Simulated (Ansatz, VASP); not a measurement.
Si: VASP beside Ansatz

File INCAR:

```
  PREC = Accurate
  ENCUT = 520
  EDIFF = 1E-6
  ISMEAR = -1
  SIGMA = 0.1
  LREAL = F
  LASPH = T
  NELM = 100
  ALGO = Normal
  ISIF = 2
  LWAVE = F
  LCHARG = F
  GGA = RP
  NBANDS = 8
```

The input KPOINTS:

```
regular mesh
0
Gamma
  16 16 16
```

File POSCAR:

```
Si
1.0
   -1.6061169740      1.6061169740      1.6061169740
    1.6061169740     -1.6061169740      1.6061169740
    1.6061169740      1.6061169740     -1.6061169740
Si
1
Direct
    0.0000000000      0.0000000000      0.0000000000
```

Input for Ansatz:

```yaml
crystal:
  lattice:
    - [-1.606116974, 1.606116974, 1.606116974]
    - [1.606116974, -1.606116974, 1.606116974]
    - [1.606116974, 1.606116974, -1.606116974]
  atoms:
    - { symbol: Si, position: [0.0, 0.0, 0.0] }
hamiltonian:
  xc: rpbe
  pseudopotentials:
    kind: paw
    azcp:
      Si: "pseudopotentials/Si.paw.azcp"
basis:
  ecutwfc: 420
  fft_grid_basis: typed
kpoints:
  mp_grid: { grid: [16, 16, 16], shift: [0, 0, 0] }
magnetization:
  spin_polarized: false
scf:
  occupations: { method: fermi_dirac, width: 0.1 }
  lower_state_search: "off"
output:
  stress: true
  write_density: true
  write_potential: true
  elf: true
  volumetric_format: npy
```

Alike in both runs: task single point; functional RPBE; k mesh 16 × 16 × 16; occupations fermi-dirac, width 0.1 eV; no spin polarisation.

|  | VASP | Ansatz |
| --- | --- | --- |
| version | VASP 6.6.1 | Ansatz 0.2.0 |
| potentials or method | VASP PAW PBE potentials, release 64 (Si) | plane waves (420 eV) with PAW, scalar-relativistic |
| plane-wave cutoff (eV) | 520 | 420 |
| valence electrons in the cell | 4 | 4 |

```csv
,VASP,Ansatz,Ansatz less VASP
pressure (GPa),-8.2,-8.0,+0.26
```

The functional is the same, so the differences come from potentials, cutoffs and numerics.

Caveats: the PAW data sets were made with another functional, which shifts forces and pressure a little (VASP).
